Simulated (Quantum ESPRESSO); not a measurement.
# Hf (Im-3m) in Quantum ESPRESSO: a series of runs

One crystal, Hf, is run at these levels: LDA; tasks: phonons, Wannier functions.

Program: Quantum ESPRESSO 7.5. These are calculated values, not measurements. Logs are shortened: lines on timing, memory, paths and dates and some standing lists are left out, and cuts for length are marked.

## (1) The structure

It takes space group Im-3m (No. 229, cubic). The conventional cell has a = 3.610 Å, b = 3.610 Å, c = 3.610 Å, α = 90.00°, β = 90.00°, γ = 90.00°. Hf (site symmetry m-3m) is surrounded by 8 Hf at 3.13 Å.

This isn't the form of Hf at room conditions, which is hcp.

## (2) Phonons, LDA, target pressure 25 GPa, at which the enthalpy is minimised

Contents of pw.in:

```
&CONTROL
  calculation = 'scf'
  prefix = 'pwscf'
  outdir = './tmp'
  pseudo_dir = './pseudo'
  tprnfor = .true.
  tstress = .true.
  disk_io = 'low'
/
&SYSTEM
  ibrav = 0
  nat = 1
  ntyp = 1
  ecutwfc = 45
  ecutrho = 360
  nbnd = 12
  occupations = 'smearing'
  smearing = 'mv'
  degauss = 0.01469973
/
&ELECTRONS
  conv_thr = 2d-10
  electron_maxstep = 120
  mixing_beta = 0.5
/
ATOMIC_SPECIES
Hf   178.4900 hf_lda_v1.uspp.F.UPF
CELL_PARAMETERS bohr
  -3.4109556549    3.4109556549    3.4109556549
   3.4109556549   -3.4109556549    3.4109556549
   3.4109556549    3.4109556549   -3.4109556549
ATOMIC_POSITIONS bohr
Hf     0.0000000000    0.0000000000    0.0000000000
K_POINTS automatic
10 10 10 0 0 0
```

Contents of relax.in:

```
&CONTROL
  calculation = 'vc-relax'
  prefix = 'pwscf'
  outdir = './tmp'
  pseudo_dir = './pseudo'
  tprnfor = .true.
  tstress = .true.
  disk_io = 'low'
  nstep = 40
  forc_conv_thr = 0.0001
  etot_conv_thr = 1d-06
/
&SYSTEM
  ibrav = 0
  nat = 1
  ntyp = 1
  ecutwfc = 45
  ecutrho = 360
  nbnd = 12
  occupations = 'smearing'
  smearing = 'mv'
  degauss = 0.01469973
/
&ELECTRONS
  conv_thr = 2d-10
  electron_maxstep = 120
  mixing_beta = 0.5
/
&IONS
  ion_dynamics = 'bfgs'
/
&CELL
  cell_dynamics = 'bfgs'
  press = 250
  press_conv_thr = 0.2
/
ATOMIC_SPECIES
Hf   178.4900 hf_lda_v1.uspp.F.UPF
CELL_PARAMETERS bohr
  -3.4109556549    3.4109556549    3.4109556549
   3.4109556549   -3.4109556549    3.4109556549
   3.4109556549    3.4109556549   -3.4109556549
ATOMIC_POSITIONS bohr
Hf     0.0000000000    0.0000000000    0.0000000000
K_POINTS automatic
10 10 10 0 0 0
```

Contents of scf2.in:

```
&CONTROL
  calculation = 'scf'
  prefix = 'pwscf'
  outdir = './tmp'
  pseudo_dir = './pseudo'
  tprnfor = .true.
  tstress = .true.
  disk_io = 'low'
/
&SYSTEM
  ibrav = 0
  nat = 1
  ntyp = 1
  ecutwfc = 45
  ecutrho = 360
  nbnd = 12
  occupations = 'smearing'
  smearing = 'mv'
  degauss = 0.01469973
/
&ELECTRONS
  conv_thr = 1d-13
  electron_maxstep = 120
  mixing_beta = 0.5
  startingpot = 'file'
  startingwfc = 'file'
/
ATOMIC_SPECIES
Hf   178.4900 hf_lda_v1.uspp.F.UPF
CELL_PARAMETERS bohr
  -3.0780750549    3.0780750549    3.0780750549
   3.0780750549   -3.0780750549    3.0780750549
   3.0780750549    3.0780750549   -3.0780750549
ATOMIC_POSITIONS bohr
Hf     0.0000000000    0.0000000000    0.0000000000
K_POINTS automatic
10 10 10 0 0 0
```

Contents of ph.in:

```
phonons of Hf
&INPUTPH
  prefix = 'pwscf'
  outdir = './tmp'
  tr2_ph = 1d-18
  fildyn = 'dyn'
  niter_ph = 90
  alpha_mix(1) = 0.4
/
0.0000000000 0.8660254038 0.0000000000
```

Potentials or basis: GBRV 1.5 LDA.

Launch:

```console
> OMP_NUM_THREADS=1 pw.x -in pw.in > pw.out
> OMP_NUM_THREADS=1 pw.x -in relax.in > relax.out
> OMP_NUM_THREADS=1 pw.x -in scf2.in > scf2.out
> OMP_NUM_THREADS=1 ph.x -in ph.in > ph.out
```

pw.out:

```text
This program is part of the open-source Quantum ESPRESSO suite
     for quantum simulation of materials; please cite
[... 9 lines left out ...]
     --------------------
     sticks:   dense  smooth     PW     G-vecs:    dense   smooth      PW
     Sum         941     471    173                18245     6531    1505

     Using Slab Decomposition

     bravais-lattice index     =            0
     lattice parameter (alat)  =       5.9079  a.u.
     unit-cell volume          =     158.7407 (a.u.)^3
     number of atoms/cell      =            1
     number of atomic types    =            1
     number of electrons       =        12.00
     number of Kohn-Sham states=           12
     kinetic-energy cutoff     =      45.0000  Ry
     charge density cutoff     =     360.0000  Ry
     scf convergence threshold =      2.0E-10
     mixing beta               =       0.5000
     number of iterations used =            8  plain     mixing
     Exchange-correlation= SLA  PZ   NOGX NOGC
                           (   1   1   0   0   0   0   0)

     celldm(1)=   5.907948  celldm(2)=   0.000000  celldm(3)=   0.000000
     celldm(4)=   0.000000  celldm(5)=   0.000000  celldm(6)=   0.000000

     crystal axes: (cart. coord. in units of alat)
               a(1) = (  -0.577350   0.577350   0.577350 )
               a(2) = (   0.577350  -0.577350   0.577350 )
               a(3) = (   0.577350   0.577350  -0.577350 )

     reciprocal axes: (cart. coord. in units 2 pi/alat)
               b(1) = ( -0.000000  0.866025  0.866025 )
               b(2) = (  0.866025 -0.000000  0.866025 )
               b(3) = (  0.866025  0.866025  0.000000 )

     PseudoPot. # 1 for Hf read from file:
     hf_lda_v1.uspp.F.UPF
     Pseudo is Ultrasoft + core correction, Zval = 12.0
     Generated by new atomic code, or converted to UPF format
     Using radial grid of  921 points,  8 beta functions with:
                l(1) =   0
                l(2) =   0
                l(3) =   0
                l(4) =   1
                l(5) =   1
                l(6) =   2
                l(7) =   2
                l(8) =   3
     Q(r) pseudized with  6 coefficients,  rinner =    1.200   1.200   1.200
                                                       1.200   1.200   1.200
                                                       1.200

     atomic species   valence    mass     pseudopotential
     Hf               12.00   178.49000     Hf( 1.00)

     48 Sym. Ops., with inversion, found

   Cartesian axes

     site n.     atom                  positions (alat units)
         1        Hf     tau(   1) = (   0.0000000   0.0000000   0.0000000  )

     number of k points=    47  Marzari-Vanderbilt smearing, width (Ry)=  0.0147
                       cart. coord. in units 2pi/alat
        k(    1) = (   0.0000000   0.0000000   0.0000000), wk =   0.0020000
        k(    2) = (   0.0866025   0.0866025   0.0000000), wk =   0.0240000
        k(    3) = (   0.1732051   0.1732051   0.0000000), wk =   0.0240000
        k(    4) = (   0.2598076   0.2598076   0.0000000), wk =   0.0240000
        k(    5) = (   0.3464102   0.3464102   0.0000000), wk =   0.0240000
        k(    6) = (  -0.4330127  -0.4330127   0.0000000), wk =   0.0120000
[... 39 lines left out ...]
        k(   46) = (  -0.8660254  -0.0866025  -0.0866025), wk =   0.0240000
        k(   47) = (  -0.8660254  -0.8660254  -0.8660254), wk =   0.0020000

     Dense  grid:    18245 G-vectors     FFT dimensions: (  36,  36,  36)

     Smooth grid:     6531 G-vectors     FFT dimensions: (  25,  25,  25)

     Initial potential from superposition of free atoms

     starting charge      10.0000, renormalised to      12.0000

     negative rho (up, down):  1.291E-01 0.000E+00
     Starting wfcs are   13 randomized atomic wfcs

     Self-consistent Calculation

     iteration #  1     ecut=    45.00 Ry     beta= 0.50
     Davidson diagonalization with overlap
     ethr =  1.00E-02,  avg # of iterations =  3.6

     negative rho (up, down):  1.128E-01 0.000E+00

     total energy              =    -158.38190734 Ry
     estimated scf accuracy    <       2.49703089 Ry

     iteration #  2     ecut=    45.00 Ry     beta= 0.50
     Davidson diagonalization with overlap
     ethr =  1.00E-02,  avg # of iterations =  2.0

     negative rho (up, down):  1.110E-01 0.000E+00

     total energy              =    -158.51851245 Ry
     estimated scf accuracy    <       0.16545278 Ry
[... 46 lines left out ...]
     iteration #  8     ecut=    45.00 Ry     beta= 0.50
     Davidson diagonalization with overlap
     ethr =  7.70E-11,  avg # of iterations =  2.1

     negative rho (up, down):  1.120E-01 0.000E+00

     total energy              =    -158.55852801 Ry
     estimated scf accuracy    <          5.8E-10 Ry

     iteration #  9     ecut=    45.00 Ry     beta= 0.50
     Davidson diagonalization with overlap
     ethr =  4.82E-12,  avg # of iterations =  1.8

     negative rho (up, down):  1.120E-01 0.000E+00

     End of self-consistent calculation

          k = 0.0000 0.0000 0.0000 (   791 PWs)   bands (ev):

   -48.3511 -16.6567 -16.6567 -16.6567   6.4258  14.6951  14.6951  14.6951
    17.3467  17.3467  26.3100  26.3100

          k = 0.0866 0.0866 0.0000 (   813 PWs)   bands (ev):

   -48.3460 -16.7277 -16.6793 -16.6570   6.7723  14.4643  14.5920  15.0364
    17.0195  17.3483  26.6073  26.9396

          k = 0.1732 0.1732 0.0000 (   818 PWs)   bands (ev):

   -48.3324 -16.9088 -16.7378 -16.6576   7.7211  13.9279  14.1216  16.0304
    16.7762  17.4090  26.7817  27.9800

          k = 0.2598 0.2598 0.0000 (   808 PWs)   bands (ev):

   -48.3156 -17.1248 -16.8090 -16.6582   8.9499  13.3628  13.6022  17.0103
    17.5706  17.6101  25.5494  25.8239

          k = 0.3464 0.3464 0.0000 (   806 PWs)   bands (ev):

   -48.3019 -17.2937 -16.8659 -16.6588   9.8225  12.9618  13.7956  17.2120
    17.9153  19.3653  23.5801  24.1413

          k =-0.4330-0.4330 0.0000 (   814 PWs)   bands (ev):

   -48.2967 -17.3571 -16.8875 -16.6591  10.0426  12.8190  14.2660  17.1311
    18.0849  20.3981  22.6846  23.5612

          k = 0.1732 0.0866 0.0866 (   811 PWs)   bands (ev):

   -48.3366 -16.8524 -16.7043 -16.6739   7.4251  14.1496  14.2062  15.7475
    16.6374  17.4970  27.1148  27.6941

          k = 0.2598 0.1732 0.0866 (   814 PWs)   bands (ev):

   -48.3214 -17.0385 -16.7747 -16.6814   8.5591  13.5720  13.6697  16.5964
    17.0630  17.7334  26.2372  27.3225

          k = 0.3464 0.2598 0.0866 (   806 PWs)   bands (ev):

   -48.3061 -17.2151 -16.8526 -16.6837   9.7173  13.1062  13.4112  16.9379
    17.9194  18.7772  24.1578  25.4224
[... 58 lines left out ...]
   -48.2949 -17.2132 -16.9718 -16.7838  11.4744  12.6043  13.1188  17.7189
    18.1044  20.2723  22.0362  24.7811

          k = 0.0000-0.0866 0.2598 (   808 PWs)   bands (ev):

   -48.3276 -16.9090 -16.7615 -16.7133   8.0403  14.2003  14.2149  15.7422
    15.9191  17.9765  26.9382  28.2021

          k = 0.5196 0.3464 0.3464 (   814 PWs)   bands (ev):

   -48.2929 -17.1011 -17.1011 -16.8058  11.9394  12.8248  12.8248  18.0250
    18.0250  19.2075  23.5180  23.5180

          k =-0.0000-0.1732 0.3464 (   822 PWs)   bands (ev):

   -48.3112 -17.1151 -16.8339 -16.7115   9.2555  13.5062  13.6754  16.1031
    17.4538  18.0597  24.9606  27.2023

          k = 0.0866-0.0866 0.3464 (   814 PWs)   bands (ev):

   -48.3131 -17.0468 -16.8304 -16.7493   9.1123  13.5699  14.0868  15.5517
    16.9439  18.1430  25.3992  28.5330

          k = 0.0000-0.2598 0.4330 (   809 PWs)   bands (ev):

   -48.2978 -17.2771 -16.8916 -16.7092  10.1460  13.2945  13.4247  16.4698
    18.1969  19.2633  23.4802  25.3833

          k = 0.0866-0.1732 0.4330 (   805 PWs)   bands (ev):

   -48.2986 -17.1954 -16.9124 -16.7553  10.2565  12.9458  13.7828  16.0255
    17.8615  18.7949  24.0374  27.0647
[... 23 lines left out ...]
   -48.2958 -17.1828 -16.8909 -16.8909  12.0174  12.5693  12.5693  18.0655
    18.0655  19.9587  22.2751  25.0495

          k = 0.4330 0.4330 0.3464 (   802 PWs)   bands (ev):

   -48.2937 -17.1140 -16.9946 -16.8980  12.2937  12.5433  12.9252  18.0894
    18.2098  18.8280  23.2249  24.4897

          k = 0.0000 0.0000 0.3464 (   819 PWs)   bands (ev):

   -48.3152 -16.9427 -16.8232 -16.8232   8.9071  14.2368  14.6704  14.6704
    16.0145  18.2070  25.9232  29.4610

          k =-0.0000-0.0866 0.4330 (   807 PWs)   bands (ev):

   -48.2997 -17.0922 -16.8982 -16.8451  10.0375  13.1603  14.5312  15.2503
    17.2387  17.9633  25.1226  28.6824

          k = 0.0000-0.1732 0.5196 (   805 PWs)   bands (ev):

   -48.2872 -17.2333 -16.9581 -16.8385  10.9195  12.6393  14.2562  15.4959
    18.3603  19.0179  23.8258  26.6952

          k = 0.0866-0.0866 0.5196 (   803 PWs)   bands (ev):

   -48.2863 -17.1739 -16.9898 -16.8760  11.0049  12.4397  14.5224  15.7868
    17.5085  18.7490  24.5305  26.8914

          k =-0.8660-0.2598-0.2598 (   802 PWs)   bands (ev):

   -48.2824 -17.2873 -16.9808 -16.8348  11.1369  12.6961  14.1467  15.2393
    19.4487  20.1178  22.2794  25.3497

          k =-0.7794-0.1732-0.2598 (   804 PWs)   bands (ev):

   -48.2780 -17.2327 -17.0561 -16.8748  11.5632  12.1825  14.0091  16.1541
    18.3746  20.6176  22.3761  24.8861

          k =-0.6928-0.1732-0.1732 (   802 PWs)   bands (ev):

   -48.2744 -17.1685 -17.1685 -16.8772  11.9708  11.9708  13.5021  17.6820
    17.6820  21.0853  22.8861  22.8861

          k =-0.0000-0.0000 0.5196 (   799 PWs)   bands (ev):

   -48.2855 -17.0929 -16.9765 -16.9765  10.8883  12.4585  15.4690  15.4690
    17.4509  17.4574  26.0730  27.2935

          k = 0.0000-0.0866 0.6062 (   803 PWs)   bands (ev):

   -48.2740 -17.1795 -17.0390 -16.9932  11.3988  11.8617  15.7127  15.7129
    18.1974  18.7878  24.2084  25.1920

          k =-0.8660-0.1732-0.1732 (   806 PWs)   bands (ev):

   -48.2696 -17.2241 -17.0626 -16.9872  11.4497  11.7598  15.5308  15.7004
    19.8814  19.9738  21.8903  23.8884

          k =-0.7794-0.0866-0.1732 (   807 PWs)   bands (ev):

   -48.2663 -17.1859 -17.1215 -17.0083  11.4689  11.4825  15.3842  17.3385
    18.4627  20.5451  22.2227  23.2577

          k = 0.0000 0.0000 0.6928 (   820 PWs)   bands (ev):

   -48.2633 -17.1473 -17.1035 -17.1035  11.2577  11.3105  17.2033  17.2033
    18.3246  18.9389  23.3527  23.3527

          k =-0.8660-0.0866-0.0866 (   820 PWs)   bands (ev):

   -48.2592 -17.1724 -17.1278 -17.1074  11.1085  11.1353  17.4858  17.6736
    19.6989  20.1252  21.3240  22.0419

          k =-0.8660-0.8660-0.8660 (   856 PWs)   bands (ev):

   -48.2552 -17.1527 -17.1527 -17.1527  10.9175  10.9175  19.6309  19.6309
    19.6309  20.1363  20.1363  20.1363

     the Fermi energy is    13.2699 ev

!    total energy              =    -158.55852801 Ry
     estimated scf accuracy    <          4.8E-11 Ry
     smearing contrib. (-TS)   =       0.00038861 Ry
     internal energy E=F+TS    =    -158.55891662 Ry

     The total energy is F=E-TS. E is the sum of the following terms:
     one-electron contribution =     -20.81960699 Ry
     hartree contribution      =      14.28411641 Ry
     xc contribution           =     -75.20483475 Ry
     ewald contribution        =     -76.81859129 Ry

     convergence has been achieved in   9 iterations

     negative rho (up, down):  1.120E-01 0.000E+00

     Forces acting on atoms (cartesian axes, Ry/au):

     atom    1 type  1   force =     0.00000000    0.00000000    0.00000000

     Total force =     0.000000     Total SCF correction =     0.000000

     Computing stress (Cartesian axis) and pressure

     negative rho (up, down):  1.120E-01 0.000E+00
          total   stress  (Ry/bohr**3)                   (kbar)     P=     -126.90
  -0.00086266   0.00000000   0.00000000         -126.90        0.00        0.00
   0.00000000  -0.00086266   0.00000000            0.00     -126.90        0.00
   0.00000000   0.00000000  -0.00086266            0.00        0.00     -126.90

=------------------------------------------------------------------------------=
   JOB DONE.
=------------------------------------------------------------------------------=
```

Wall time 2 min (1 thread of Intel Xeon Platinum 8259CL at 2.50GHz (Skylake/Cascade Lake), shared host); peak memory 0.16 GiB.

Results:

* Free energy: -2157.2064 eV
* Relaxed volume: 17.29 Å³/atom
* Relaxed cell: a = 2.821 Å, b = 2.821 Å, c = 2.821 Å, α = 109.47°, β = 109.47°, γ = 109.47°
* Space group after relaxing (to 0.05 Å): Im-3m (No. 229)
* Pressure after relaxing: 24.6 GPa
* Band gap on the k mesh: none (metal or under the smearing width)
* Highest phonon frequency at the q point run: 178 cm⁻¹

The path:
| step | energy change (eV) | largest force (eV/Å) | pressure (GPa) | volume (Å³) |
| --- | --- | --- | --- | --- |
| 1 | 0.0000 | 0.0000 | -12.69 | 23.52 |
| 2 | -0.1063 | 0.0000 | 7.44 | 19.29 |
| 3 | 0.1956 | 0.0000 | 32.18 | 16.68 |
| 4 | 0.0764 | 0.0000 | 24.18 | 17.36 |
| 5 | 0.0875 | 0.0000 | 24.97 | 17.29 |
| 6 | 0.0879 | 0.0000 | 25.00 | 17.29 |

Final structure:
```
Hf
1.0
    -1.62885    1.62885    1.62885
     1.62885   -1.62885    1.62885
     1.62885    1.62885   -1.62885
Hf
1
Direct
  0.00000 0.00000 0.00000
```

Phonon frequencies in cm⁻¹ (negative: imaginary):
```
               q point  frequencies
(0.500, -0.500, 0.500)  178 178 178
```

Phonon modes at q = (0.500, -0.500, 0.500) in reciprocal lattice units:
| mode | symmetry | cm⁻¹ |
| --- | --- | --- |
| 1 | T_1u | 178 |
| 2 | T_1u | 178 |
| 3 | T_1u | 178 |

Caveat: the mesh is thin for the phonons of a metal; the volume moved by over 15 % at a fixed basis, so the end points are rough; the cell is more than 3 GPa from zero pressure, which shifts response properties.

[end of part 1 of 4]
